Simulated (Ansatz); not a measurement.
# O on Cu(111): change of the work function

Aim: the work function of Cu(111) at several coverages of O (fcc site), and the dipole that each adsorbate carries.

Program: Ansatz 0.2.0. Level of theory: plane-wave DFT, PBE, Ansatz PAW (set soft_1); PAW set soft_1. Results are calculated unless marked as measured.

Most raw output is cut from this account.

## Step 1: The starting structure

The cell holds 4 atoms: 4 Cu. Its edges and angles: a = 2.553 Å, b = 2.553 Å, c = 24.253 Å, α = 90.0°, β = 90.0°, γ = 60.0°. Vacuum lies along c.

## Step 2: The clean slab

The bare slab comes first, as the zero from which every change is counted. The two lowest layers are held at bulk places and the upper ones relax. The dipole correction removes the false field that a one-sided slab makes across the periodic vacuum, so each face gets a flat vacuum level of its own.

input.yaml

```yaml
crystal:
  lattice:
    - [2.5526554801, 0.0, 0.0]
    - [1.27632774, 2.2106644929, 0.0]
    - [0.0, 0.0, 24.2527034153]
  atoms:
    - { symbol: Cu, position: [0.0, 0.0, 0.3710926508] }
    - { symbol: Cu, position: [0.3333333333, 0.3333333333, 0.4570308836] }
    - { symbol: Cu, position: [0.6666666667, 0.6666666667, 0.5429691164] }
    - { symbol: Cu, position: [0.0, 0.0, 0.6289073492] }
kpoints:
  mp_grid: { grid: [12, 12, 1] }
hamiltonian:
  xc: pbe
  pseudopotentials: { kind: paw, azcp: { folder: soft_1 } }
scf:
  occupations: { method: fermi_dirac, width: 0.1 }
  convergence: { dr2_threshold: 1.0e-08 }
efield:
  axis: 3
  dipole_correction: true
  ramp_position: 0.97
  ramp_width: 0.06
relax:
  f_tol: 0.02
  max_steps: 60
  constraints: [{ sites: [0, 1] }]
output:
  write_potential: true
  write_density: true
  volumetric_format: npy
```

Run with:

```bash
$ ansatz run input.yaml --threads 4 --pin off --max-ram 16384MiB --backend cpu --events-out ev --progress --plain --runs-dir out
```

Elapsed: 5.6 s, on 4 threads of Arm Neoverse V1, shared host; peak memory 0.47 GiB; 21 s of CPU time.

Hardly anything moved in the relaxation; the energy changed by under 0.2 meV an atom.

Numbers from this step:

```yaml
energy_at_zero_smearing: -26499.8050 eV
work_function_upper_face: 4.786 eV
dipole_along_the_normal: 1.98e-6 e·Å
```

Running mean over 2.084 Å of the planar mean; the ramp of the sawtooth is left out. Electron's electrostatic potential energy less the Fermi level against z:

z (Å), electron's electrostatic potential energy less the Fermi level (eV) and a bar from the least value:
```
        3       4.79 ##############################
        4       4.79 ##############################
        5       4.78 ##############################
        6       4.73 ##############################
        7       4.11 #############################
        8      -3.26 #############
        9      -9.47 #
       10      -9.71 
       11      -9.76 
       12      -9.74 
       13      -9.75 
       14      -9.72 
       15      -9.62 
       16      -6.02 ########
       17       3.40 ###########################
       18       4.68 ##############################
       19       4.78 ##############################
       20       4.79 ##############################
       21       4.79 ##############################
```

The work function of the upper face is 4.79 eV.

## Step 3: Adsorbate added, k-mesh 4×4×1, coverage 0.111 ML

System of this step: Cu36O (O/Cu(111)). The cell holds 37 atoms: 36 Cu and 1 O. Its edges and angles: a = 7.658 Å, b = 7.658 Å, c = 25.662 Å, α = 90.0°, β = 90.0°, γ = 60.0°. Vacuum lies along c.

The clean slab as it ended is repeated in the plane and the adsorbate is set on one face; the cell's size fixes the coverage, and the k-mesh shrinks with it to keep the sampling density about even. Adsorbate and upper layers relax, since the dipole depends on the height.

input.yaml

```yaml
crystal:
  lattice:
    - [7.6579664403, 1.0e-10, 0.0]
    - [3.8289832201, 6.6319934787, 0.0]
    - [0.0, 0.0, 25.6623614222]
  atoms:
    - { symbol: Cu, position: [0.0, 0.0, 0.3507081773] }
    - { symbol: Cu, position: [0.1111111111, 0.1111111111, 0.431925741] }
    - { symbol: Cu, position: [0.2222222222, 0.2222222222, 0.5131433046] }
    - { symbol: Cu, position: [0.0, 0.0, 0.5943608683] }
    - { symbol: Cu, position: [0.0, 0.3333333333, 0.3507081773] }
    - { symbol: Cu, position: [0.1111111111, 0.4444444444, 0.431925741] }
    - { symbol: Cu, position: [0.2222222222, 0.5555555556, 0.5131433046] }
    - { symbol: Cu, position: [0.0, 0.3333333333, 0.5943608683] }
    - { symbol: Cu, position: [0.0, 0.6666666667, 0.3507081773] }
    - { symbol: Cu, position: [0.1111111111, 0.7777777778, 0.431925741] }
    - { symbol: Cu, position: [0.2222222222, 0.8888888889, 0.5131433046] }
    - { symbol: Cu, position: [0.0, 0.6666666667, 0.5943608683] }
    - { symbol: Cu, position: [0.3333333333, 0.0, 0.3507081773] }
    - { symbol: Cu, position: [0.4444444444, 0.1111111111, 0.431925741] }
    - { symbol: Cu, position: [0.5555555556, 0.2222222222, 0.5131433046] }
    - { symbol: Cu, position: [0.3333333333, 0.0, 0.5943608683] }
    - { symbol: Cu, position: [0.3333333333, 0.3333333333, 0.3507081773] }
    - { symbol: Cu, position: [0.4444444444, 0.4444444444, 0.431925741] }
    - { symbol: Cu, position: [0.5555555556, 0.5555555556, 0.5131433046] }
    - { symbol: Cu, position: [0.3333333333, 0.3333333333, 0.5943608683] }
    - { symbol: Cu, position: [0.3333333333, 0.6666666667, 0.3507081773] }
    - { symbol: Cu, position: [0.4444444444, 0.7777777778, 0.431925741] }
    - { symbol: Cu, position: [0.5555555556, 0.8888888889, 0.5131433046] }
    - { symbol: Cu, position: [0.3333333333, 0.6666666667, 0.5943608683] }
    - { symbol: Cu, position: [0.6666666667, 0.0, 0.3507081773] }
    - { symbol: Cu, position: [0.7777777778, 0.1111111111, 0.431925741] }
    - { symbol: Cu, position: [0.8888888889, 0.2222222222, 0.5131433046] }
    - { symbol: Cu, position: [0.6666666667, 0.0, 0.5943608683] }
    - { symbol: Cu, position: [0.6666666667, 0.3333333333, 0.3507081773] }
    - { symbol: Cu, position: [0.7777777778, 0.4444444444, 0.431925741] }
    - { symbol: Cu, position: [0.8888888889, 0.5555555556, 0.5131433046] }
    - { symbol: Cu, position: [0.6666666667, 0.3333333333, 0.5943608683] }
    - { symbol: Cu, position: [0.6666666667, 0.6666666667, 0.3507081773] }
    - { symbol: Cu, position: [0.7777777778, 0.7777777778, 0.431925741] }
    - { symbol: Cu, position: [0.8888888889, 0.8888888889, 0.5131433046] }
    - { symbol: Cu, position: [0.6666666667, 0.6666666667, 0.5943608683] }
    - { symbol: O, position: [0.1111111111, 0.1111111111, 0.6492918227] }
kpoints:
  mp_grid: { grid: [4, 4, 1] }
hamiltonian:
  xc: pbe
  pseudopotentials: { kind: paw, azcp: { folder: soft_1 } }
scf:
  occupations: { method: fermi_dirac, width: 0.1 }
  convergence: { dr2_threshold: 1.0e-08 }
efield:
  axis: 3
  dipole_correction: true
  ramp_position: 0.97
  ramp_width: 0.06
relax:
  f_tol: 0.02
  max_steps: 60
  constraints:
    - { sites: [0, 1, 4, 5, 8, 9, 12, 13, 16, 17, 20, 21, 24, 25, 28, 29, 32, 33] }
output:
  write_potential: true
  write_density: true
  volumetric_format: npy
```

Wall time 14 min (4 threads); peak memory 9.3 GiB; 42 min of CPU time.

This run has no spin polarisation, although Cu can carry a moment.

Step by step:

| step | energy less that of the first step (eV) | largest force component (eV/Å) |
| --- | --- | --- |
| 1 | 0.0000 | 2.1909 |
| 2 | -0.1921 | 1.5628 |
| 3 | -0.3708 | 0.3023 |
| 4 | -0.3777 | 0.1135 |
| 5 | -0.3794 | 0.0030 |

Forces are held to the 6 operations that the run works with; a distortion that breaks them can't arise in this run.

The atoms that moved most (Å):

| atom | dx | dy | dz | length |
| --- | --- | --- | --- | --- |
| O37 | 0.000 | 0.000 | -0.230 | 0.230 |
| Cu8 | 0.000 | 0.069 | 0.084 | 0.109 |
| Cu4 | -0.060 | -0.035 | 0.084 | 0.109 |
| Cu16 | 0.060 | -0.035 | 0.084 | 0.109 |
| Cu24 | 0.000 | -0.030 | -0.038 | 0.048 |
| Cu32 | -0.026 | 0.015 | -0.038 | 0.048 |
| Cu20 | 0.026 | 0.015 | -0.038 | 0.048 |
| Cu36 | 0.004 | 0.003 | -0.042 | 0.042 |

Final coordinates:

```
Cu O
1.0
     7.65797    0.00000    0.00000
     3.82898    6.63199    0.00000
     0.00000    0.00000   25.66236
Cu O
36 1
Direct
  0.00000 0.00000 0.35071
  0.11111 0.11111 0.43193
  0.22156 0.22156 0.51353
  0.99476 0.99476 0.59762
  0.00000 0.33333 0.35071
  0.11111 0.44444 0.43193
  0.22129 0.55602 0.51247
  0.99476 0.34381 0.59762
  0.00000 0.66667 0.35071
  0.11111 0.77778 0.43193
  0.22156 0.89022 0.51353
  0.99923 0.66705 0.59273
  0.33333 0.00000 0.35071
  0.44444 0.11111 0.43193
  0.55602 0.22129 0.51247
  0.34381 0.99476 0.59762
  0.33333 0.33333 0.35071
  0.44444 0.44444 0.43193
  0.55602 0.55602 0.51247
  0.33557 0.33557 0.59287
  0.33333 0.66667 0.35071
  0.44444 0.77778 0.43193
  0.55230 0.89052 0.51330
  0.33557 0.66219 0.59287
  0.66667 0.00000 0.35071
  0.77778 0.11111 0.43193
  0.89022 0.22156 0.51353
  0.66705 0.99923 0.59273
  0.66667 0.33333 0.35071
  0.77778 0.44444 0.43193
  0.89052 0.55230 0.51330
  0.66219 0.33557 0.59287
  0.66667 0.66667 0.35071
  0.77778 0.77778 0.43193
  0.89052 0.89052 0.51330
  0.66705 0.66705 0.59273
  0.11111 0.11111 0.64033
```

Numbers from this step:

```
energy at zero smearing        : -239064.6512 eV
work function, upper face      : 5.229 eV
work function, lower face      : 4.809 eV
dipole along the normal        : -0.1177 e·Å
step between the vacuum levels : 0.4192 eV
```

Running mean over 2.084 Å of the planar mean; the ramp of the sawtooth is left out. Table of electron's electrostatic potential energy less the Fermi level by z:

| z (Å) | electron's electrostatic potential energy less the Fermi level (eV) |
| --- | --- |
| 3 | 4.81 |
| 4 | 4.81 |
| 5 | 4.81 |
| 6 | 4.76 |
| 7 | 4.13 |
| 8 | -3.23 |
| 9 | -9.44 |
| 10 | -9.69 |
| 11 | -9.75 |
| 12 | -9.74 |
| 13 | -9.74 |
| 14 | -9.70 |
| 15 | -9.67 |
| 16 | -6.46 |
| 17 | 3.15 |
| 18 | 5.07 |
| 19 | 5.22 |
| 20 | 5.23 |
| 21 | 5.23 |
| 22 | 5.23 |

The relaxation took 5 steps and lowered the energy by 0.38 eV; the largest force on the free atoms ends at 0.0030 eV/Å.

The covered face has 5.23 eV, +0.44 eV against the clean one; the bare back face has moved by +0.02 eV, a measure of how thin the slab is.

## Step 4: The covered slab, k-mesh 6×6×1, coverage 0.25 ML

System of this step: Cu16O (O/Cu(111)). The cell holds 17 atoms: 16 Cu and 1 O. Cell: a = 5.105 Å, b = 5.105 Å, c = 25.662 Å, α = 90.0°, β = 90.0°, γ = 60.0°. Vacuum lies along c.

Another coverage, to see how the dipoles act on each other as their distance changes.

input.yaml

```yaml
crystal:
  lattice:
    - [5.1053109602, 1.0e-10, 0.0]
    - [2.5526554801, 4.4213289858, 0.0]
    - [0.0, 0.0, 25.6623614222]
  atoms:
    - { symbol: Cu, position: [0.0, 0.0, 0.3507081773] }
    - { symbol: Cu, position: [0.1666666667, 0.1666666667, 0.431925741] }
    - { symbol: Cu, position: [0.3333333333, 0.3333333333, 0.5131433046] }
    - { symbol: Cu, position: [0.0, 0.0, 0.5943608683] }
    - { symbol: Cu, position: [0.0, 0.5, 0.3507081773] }
    - { symbol: Cu, position: [0.1666666667, 0.6666666667, 0.431925741] }
    - { symbol: Cu, position: [0.3333333333, 0.8333333333, 0.5131433046] }
    - { symbol: Cu, position: [0.0, 0.5, 0.5943608683] }
    - { symbol: Cu, position: [0.5, 0.0, 0.3507081773] }
    - { symbol: Cu, position: [0.6666666667, 0.1666666667, 0.431925741] }
    - { symbol: Cu, position: [0.8333333333, 0.3333333333, 0.5131433046] }
    - { symbol: Cu, position: [0.5, 0.0, 0.5943608683] }
    - { symbol: Cu, position: [0.5, 0.5, 0.3507081773] }
    - { symbol: Cu, position: [0.6666666667, 0.6666666667, 0.431925741] }
    - { symbol: Cu, position: [0.8333333333, 0.8333333333, 0.5131433046] }
    - { symbol: Cu, position: [0.5, 0.5, 0.5943608683] }
    - { symbol: O, position: [0.1666666667, 0.1666666667, 0.6492918227] }
kpoints:
  mp_grid: { grid: [6, 6, 1] }
hamiltonian:
  xc: pbe
  pseudopotentials: { kind: paw, azcp: { folder: soft_1 } }
scf:
  occupations: { method: fermi_dirac, width: 0.1 }
  convergence: { dr2_threshold: 1.0e-08 }
efield:
  axis: 3
  dipole_correction: true
  ramp_position: 0.97
  ramp_width: 0.06
relax:
  f_tol: 0.02
  max_steps: 60
  constraints: [{ sites: [0, 1, 4, 5, 8, 9, 12, 13] }]
output:
  dos: { projected: true, e_range: [-8, 4] }
  write_potential: true
  write_density: true
  volumetric_format: npy
  elf: true
```

It took 2.5 min on 4 threads; peak memory 2.7 GiB.

The steps of the relaxation:

| step | energy less that of the first step (eV) | largest force component (eV/Å) |
| --- | --- | --- |
| 1 | 0.0000 | 2.4380 |
| 2 | -0.2131 | 1.6962 |
| 3 | -0.3994 | 0.3669 |
| 4 | -0.4068 | 0.1517 |
| 5 | -0.4089 | 0.0143 |

The run keeps the 6 symmetry operations that it works with, so distortions that break them were not tested.

The atoms that moved most (Å):

```
atom      dx      dy      dz  length
 O17   0.000   0.000  -0.241   0.241
Cu16   0.000   0.000  -0.116   0.116
 Cu4  -0.043  -0.025   0.066   0.082
Cu12   0.043  -0.025   0.066   0.082
 Cu8   0.000   0.049   0.066   0.082
Cu15   0.000   0.000   0.070   0.070
 Cu3  -0.007  -0.004  -0.021   0.022
 Cu7   0.000   0.008  -0.021   0.022
```

The relaxed structure:

```cif
data_structure
_symmetry_space_group_name_H-M 'P 1'
_symmetry_Int_Tables_number 1
_cell_length_a 5.1053
_cell_length_b 5.1053
_cell_length_c 25.6624
_cell_angle_alpha 90.000
_cell_angle_beta 90.000
_cell_angle_gamma 60.000
_cell_volume 579.26
loop_
_atom_site_label
_atom_site_type_symbol
_atom_site_fract_x
_atom_site_fract_y
_atom_site_fract_z
_atom_site_occupancy
Cu1 Cu 0.00000 0.00000 0.35071 1
Cu2 Cu 0.16667 0.16667 0.43193 1
Cu3 Cu 0.33241 0.33241 0.51234 1
Cu4 Cu 0.99445 0.99445 0.59694 1
Cu5 Cu 0.00000 0.50000 0.35071 1
Cu6 Cu 0.16667 0.66667 0.43193 1
Cu7 Cu 0.33241 0.83519 0.51234 1
Cu8 Cu 0.99445 0.51111 0.59694 1
Cu9 Cu 0.50000 0.00000 0.35071 1
Cu10 Cu 0.66667 0.16667 0.43193 1
Cu11 Cu 0.83519 0.33241 0.51234 1
Cu12 Cu 0.51111 0.99445 0.59694 1
Cu13 Cu 0.50000 0.50000 0.35071 1
Cu14 Cu 0.66667 0.66667 0.43193 1
Cu15 Cu 0.83333 0.83333 0.51586 1
Cu16 Cu 0.50000 0.50000 0.58982 1
O17 O 0.16667 0.16667 0.63989 1
```

This step gave:

```
energy at zero smearing        : -106565.6934 eV
work function, upper face      : 5.724 eV
work function, lower face      : 4.810 eV
dipole along the normal        : -0.1140 e·Å
step between the vacuum levels : 0.9143 eV
```

The density of states has structure finer than the step of the table below, so its rows give means over 0.25 eV, whole bins alone (the curve runs from -8 to 1.98 eV). Peaks (eV: height): -2.890: 72.8, -2.650: 91.8, -2.350: 95.2, -2.050: 71.9, -1.950: 78.7, -1.740: 86.4, -1.590: 94.5.

Table of density of states by energy, zero at the Fermi level; means over each step:

| energy (eV) | density of states (states/eV a cell) |
| --- | --- |
| -7.75 | 1.03 |
| -7.50 | 2.29 |
| -7.25 | 2.24 |
| -7.00 | 2.05 |
| -6.75 | 2.37 |
| -6.50 | 3.07 |
| -6.25 | 3.03 |
| -6.00 | 2.36 |
| -5.75 | 5.43 |
| -5.50 | 7.98 |
| -5.25 | 12.2 |
| -5.00 | 10.4 |
| -4.75 | 15.4 |
| -4.50 | 15.2 |
| -4.25 | 26.1 |
| -4.00 | 33.0 |
| -3.75 | 32.0 |
| -3.50 | 37.7 |
| -3.25 | 42.6 |
| -3.00 | 55.5 |
| -2.75 | 71.1 |
| -2.50 | 47.1 |
| -2.25 | 56.1 |
| -2.00 | 59.0 |
| -1.75 | 69.2 |
| -1.50 | 54.7 |
| -1.25 | 12.7 |
| -1.00 | 14.2 |
| -0.75 | 5.33 |
| -0.50 | 3.34 |
| -0.25 | 8.33 |
| 0.00 | 5.52 |
| 0.25 | 2.68 |
| 0.50 | 1.70 |
| 0.75 | 9.10 |
| 1.00 | 3.62 |
| 1.25 | 5.27 |
| 1.50 | 5.20 |
| 1.75 | 4.84 |

Projected DOS per atom over height of the atomic layer and energy from the Fermi level. Layers: Cu4 Cu4 Cu4 Cu4 O from below.

Ten even steps from '0' (0.01 states/eV) to '9' (4.94 states/eV), each cell a mean:
```
00000
00000
00000
00000
00001
00001
10012
54431
97780
75670
97660
45650
34440
24421
12211
01115
00013
00000
00000
00000
00000
00000
```
Columns: height of the atomic layer (Å) from 9 to 16.4 (not evenly spaced); rows upwards: energy from the Fermi level (eV) from -7.96 to 1.95.

ELF in the ca plane at fractional y = 0.167, with atoms of Cu and O within 0.2 Å of it. It is the smooth field of the valence electrons, not physical close to the nuclei.

Ten even steps from '0' (0.00) to '9' (0.83), each cell a mean:
```
22111222222221111222111233210000000000000000
22211222222222111222111111000000000000000000
22222222111222222222222110000000000000000000
23322321242123222222222210000000000000000000
33333321483123332222333210000000000000000000
22222321232123222222222210000000000000000000
22222222111222222222222110000000000000000000
22111222222222111222111111000000000000000000
22211222222222111222111344310000000000000000
22222222111222222221114898741000000000000000
23323321242123222221138889962000000000000000
23333321483123332221248669962000000000000000
22222321232123222221137899952000000000000000
22222222111222222222113788631000000000000000
```
Columns run along c (16.0 Å, from fractional 0.31 to 0.93 of the cell), rows up along a (5.1 Å). Atoms in or near the plane, at fractional coordinates: Cu at (0.43, 0.17), Cu at (0.43, 0.67), O at (0.64, 0.17).

Valence density in the ca plane at fractional y = 0.167, with atoms of Cu and O within 0.2 Å of it. It is the smooth field of the valence electrons, not physical close to the nuclei.

Ten steps, logarithmic in the rise over the least value, from '0' (0 e/Å³) to '9' (53 e/Å³), each cell a mean:
```
00122100000001221001221000000000000000000000
00122100111001221001221000000000000000000000
00111001232100111000110000000000000000000000
00000002686200000000000000000000000000000000
00000013897210000000000000000000000000000000
00000002575200000000000000000000000000000000
00111001222101111001111000000000000000000000
00122100000001221001221000000000000000000000
00122100111001221001121100000000000000000000
00111001232101111000111221000000000000000000
00000002686200000000012443100000000000000000
00000013897210000000013554100000000000000000
00000002575200000000012443100000000000000000
00111001222101111000111221000000000000000000
```
Columns run along c (16.0 Å, from fractional 0.31 to 0.93 of the cell), rows up along a (5.1 Å). Atoms in or near the plane, at fractional coordinates: Cu at (0.43, 0.17), Cu at (0.43, 0.67), O at (0.64, 0.17).

Electrostatic potential energy in the ca plane at fractional y = 0.167, with atoms of Cu and O within 0.2 Å of it. With pseudopotentials it is smooth inside the atoms' cores, unlike the true potential.

Values in eV, 8 rows by 16 columns, each cell a mean:
```
 -1 -17   2   0   1 -18   0 -14  -1   7   8   8   7   7   7   7
  3  -3  -3 -26  -1  -5   2  -4   2   7   7   7   7   7   7   7
  5   3 -12 -41  -7   3   4   3   4   7   7   7   7   7   7   7
  3  -3  -4 -27  -1  -3   3  -4   2   7   7   7   7   7   7   7
 -1 -17   2   0   1 -18   0 -14  -1   7   8   8   7   7   7   7
  3  -3  -3 -26  -1  -5   2  -2 -10   2   8   8   7   7   7   7
  5   3 -12 -41  -7   3   4   3 -31 -10   8   8   7   7   7   7
  3  -3  -4 -27  -1  -4   3  -2 -11   2   8   8   7   7   7   7
```
Columns run along c (16.0 Å, from fractional 0.31 to 0.93 of the cell; values clipped at the 3rd and 97th percentile), rows up along a (5.1 Å). Atoms in or near the plane, at fractional coordinates: Cu at (0.43, 0.17), Cu at (0.43, 0.67), O at (0.64, 0.17).

The relaxation took 5 steps and lowered the energy by 0.41 eV; the largest force on the free atoms ends at 0.014 eV/Å.

By hand: a sheet of dipoles makes a step −p/(ε₀A) in the electron's potential. With e/ε₀ = 180.95 V·Å, p = -0.1140 e·Å and A = 22.57 Å², that is −180.95 × (-0.1140) / 22.57 = +0.914 eV, and the two vacuum levels of the run differ by +0.914 eV.

The covered face has 5.72 eV, +0.94 eV against the clean one; the bare back face has moved by +0.02 eV, a measure of how thin the slab is.

(Part 1 of 2 ends here.)

[Logs are printed without paths, hosts, clocks, repeated set-up lines and the standing remarks that a program may print on its own settings, such as how far it seeks lower states.]

[Hosts, paths, dates, database ids (printed as entryN), source tags and the programs' standing remarks are cut or masked in the printed files.]

[Maps of the electrostatic potential energy from Ansatz leave out the sawtooth potential of an applied field or a dipole correction, so their vacuum need not be flat; planar profiles and work functions include it.]

[The density of states shown here was stored with 400 of the rows of the run's finer table, so its peaks can read low, often by over a quarter, or be missed, and its means over a window can be off by a tenth or more.]
